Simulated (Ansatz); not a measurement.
# WSe2: the cost of one run

Program: Ansatz 0.2.0. Level of theory: DFT PBE, scalar-relativistic, plane waves, PAW. These are calculated values, not measurements.

1 further run of the same task is left out (set aside as unsound or not needed).

### Step 1. Starting point

Symmetry: P-6m2, No. 187, hexagonal system. The conventional cell has a = 3.321 Å, b = 3.321 Å, c = 31.021 Å, α = 90.00°, β = 90.00°, γ = 120.00°. W (site symmetry -6m2) has 6 Se at 2.55 Å as nearest neighbours. Around W (site symmetry 3m) lie 6 Se at 2.55 Å. Se (site symmetry 3m) has 3 W at 2.55 Å as nearest neighbours.

As a file:

```
CELL_PARAMETERS angstrom
3.32061 0.00000 0.00000
-1.66030 2.87573 0.00000
0.00000 0.00000 31.02097
ATOMIC_POSITIONS crystal
W 0.66667 0.33333 0.00000
W 0.33333 0.66667 0.75435
W 0.33333 0.66667 0.24565
Se 0.33333 0.66667 0.05410
Se 0.66667 0.33333 0.80845
Se 0.66667 0.33333 0.29975
Se 0.33333 0.66667 0.94590
Se 0.66667 0.33333 0.70025
Se 0.66667 0.33333 0.19155
```

It goes back to an entry of the Materials Project, which need not be the stable form.

This cell was relaxed beforehand with the same method: volume 32.91 Å³/atom, gap on the mesh 1.53 eV.

### Step 2. The reference cell

Reference values: F = -63973.9892 eV; pressure 0.00 GPa; largest force 0.000 eV/Å; gap on the mesh 1.53 eV. It was computed beforehand with the settings of the runs below.

### Step 3. Next: a sublattice displacement scan

Every W atom is moved by x along the Cartesian unit vector (0.000, -0.752, 0.659); the cell and all other atoms stay fixed. Forces below are components along that vector, summed over the moved atoms.

### Step 4. Point x = -0.100 Å

input.yaml reads:

```yaml
crystal:
  lattice:
    - [3.3206078107, 0.0, 0.0]
    - [-1.6603039053, 2.8757307201, 0.0]
    - [0.0, 0.0, 31.0209653925]
  atoms:
    - { symbol: W, position: [0.6797489816, 0.3594979631, -0.0021233341] }
    - { symbol: W, position: [0.3464156482, 0.6928312965, 0.7522237363] }
    - { symbol: W, position: [0.3464156482, 0.6928312965, 0.2435295955] }
    - { symbol: Se, position: [0.3333333333, 0.6666666667, 0.0541018954] }
    - { symbol: Se, position: [0.6666666667, 0.3333333333, 0.8084497294] }
    - { symbol: Se, position: [0.6666666667, 0.3333333333, 0.2997487775] }
    - { symbol: Se, position: [0.3333333333, 0.6666666667, 0.9458981046] }
    - { symbol: Se, position: [0.6666666667, 0.3333333333, 0.7002512225] }
    - { symbol: Se, position: [0.6666666667, 0.3333333333, 0.1915502706] }
basis:
  ecutwfc: 420
kpoints:
  mp_grid: { grid: [12, 12, 1] }
hamiltonian:
  xc: pbe
scf:
  occupations: { method: gaussian, width: 0.05 }
output:
  forces: true
  stress: true
  eigenvalues: true
```

On the command line:

```sh
$ ansatz run input.yaml --threads 2 --pin off --max-ram 5120MiB --backend cpu --events-out ev --progress --plain --runs-dir out
```

**Question.** How long does this run take on 2 threads of Intel Xeon at 2.70GHz, shared host, and how much memory does it need?

About 61 s, with a peak of 1.1 GiB.
